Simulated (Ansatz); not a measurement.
An Ansatz input (plane waves, PAW) for ZrO2 in the fluorite structure that has something wrong with it:

```yaml
crystal:
  lattice:
    - [0.0, 2.5579054395, 2.5579054395]
    - [2.5579054395, 0.0, 2.5579054395]
    - [2.5579054395, 2.5579054395, 0.0]
  atoms:
    - { symbol: Zr, position: [0.0, 0.0, 0.0] }
    - { symbol: O, position: [0.25, 0.25, 0.25] }
    - { symbol: O, position: [0.75, 0.75, 0.75] }
basis:
  ecutwfc: 420
  ecutrho_ratio: 4
kpoints:
  mp_grid: { grid: [12, 12, 12] }
hamiltonian:
  xc: pbe
scf:
  occupations: { method: gaussian, width: 0.05 }
  max_iter: 50
output:
  forces: true
  stress: true
ecutwfc: 400
```

Launched as:
```sh
ansatz run input.yaml --threads 2 --pin off --max-ram 2662MiB --backend cpu --events-out ev --progress --plain --runs-dir out
```

What is wrong with it?

A key at the top level, as another program takes it; here it belongs under basis. Against the sound input: ecutwfc: 400 (the cap on iterations is only a precaution).

What the program printed:

```
Error: YAML parse error: error: line 23 column 1: unknown field `ecutwfc`, expected one of crystal, accuracy, basis, kpoints, hamiltonian, magnetization, projection, total_charge, correlation, batch, efield, external_charges, scf, relax, neb, saddle, md, ramp, phonons, dielectric, real_time, elastic, magnetic_configurations, gw, evaluate, workflow, output, checkpoint, execution
  --> <input>:23:1
   |
```

The input was refused before any iteration. It ran for 0.02 s on 2 threads of Arm Neoverse V1, with other jobs on the host, peak memory 0.02 GiB. The run before the change (PBE, 420 eV, 12×12×12 mesh) gave:

```tsv
run	P (GPa)	gap on the mesh (eV)	cell moment (μB)	largest force component (eV/Å)
sound	0.0	3.32	–	0.000
```

The start was a prototype's sites filled with these elements; the Crystallography Open Database holds the compound in this structure.

Of that run: Kohn–Sham gaps of semilocal functionals lie under measured ones, often by a third or more.
